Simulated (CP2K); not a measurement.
Runs of CP2K 2026.2 on ZnS. The structure is cubic, space group F-43m (No. 216). The conventional cell has a = 5.404 Å, b = 5.404 Å, c = 5.404 Å, α = 90.00°, β = 90.00°, γ = 90.00°. Around Zn (site symmetry -43m) lie 4 S at 2.34 Å. S (site symmetry -43m) has 4 Zn at 2.34 Å as nearest neighbours. 

```csv
task,level,potentials or basis,cell,smearing,EPS_DEFAULT,REL_CUTOFF (Ry),MIXING BETA (1/bohr),CUTOFF of the grids,points a segment of the path (NPOINTS),gap on the mesh (eV),pressure (GPa),V0 of scaled cells (Å³/atom),B0 (GPa)
equation of state,LDA,"GTH_POTENTIALS Zn GTH-PADE-q12, S GTH-PADE-q6; TZVP-MOLOPT-PBE-GTH basis",as given,fermi-dirac 0.01 eV,1.0E-9,60 Ry,1.5 1/bohr,450 Ry,-,-,-,18.67,(b)
single point,RPBE,"POTENTIAL_UZH Zn GTH-PBE-q12, S GTH-PBE-q6; TZVP-MOLOPT-PBE-GTH basis",the cell as VASP's run set it,gaussian 0.05 eV,1.0E-10,60 Ry,1.5 1/bohr,450 Ry,-,(a),4.2,-,-
equation of state,SCAN+D3,"POTENTIAL_UZH Zn GTH-SCAN-q12, S GTH-SCAN-q6; TZVP-MOLOPT-SCAN-GTH basis",as given,fermi-dirac 0.05 eV,1.0E-9,60,1.5,675 Ry,-,-,-,19.42,85
band structure,LDA,"GTH_POTENTIALS Zn GTH-PADE-q12, S GTH-PADE-q6; TZVP-MOLOPT-PBE-GTH basis",as given,fermi-dirac 0.05 eV,1.0E-10,60 Ry,1.5 1/bohr,450 Ry,8,1.80,-4.3,-,-
band structure,r2SCAN,"POTENTIAL_UZH Zn GTH-SCAN-q12, S GTH-SCAN-q6; TZVP-MOLOPT-SCAN-GTH basis",as given,fermi-dirac 0.01 eV,1.0E-10,60 Ry,1.5 1/bohr,675 Ry,8,2.50,-0.9,-,-
```

Alike in all rows: no spin polarisation; k mesh 9 × 9 × 9.

Task: Fill in the values left out.

Result: (a) 2.23; (b) 89.

Caveats: the basis of atomic orbitals isn't converged, which shifts pressures, moduli and gaps; the potentials were made for another functional, which shifts forces and pressure (some runs); an odd mesh through Γ misses points on the zone boundary, where band edges often lie (some runs).

Not every run made on this cell is shown here.
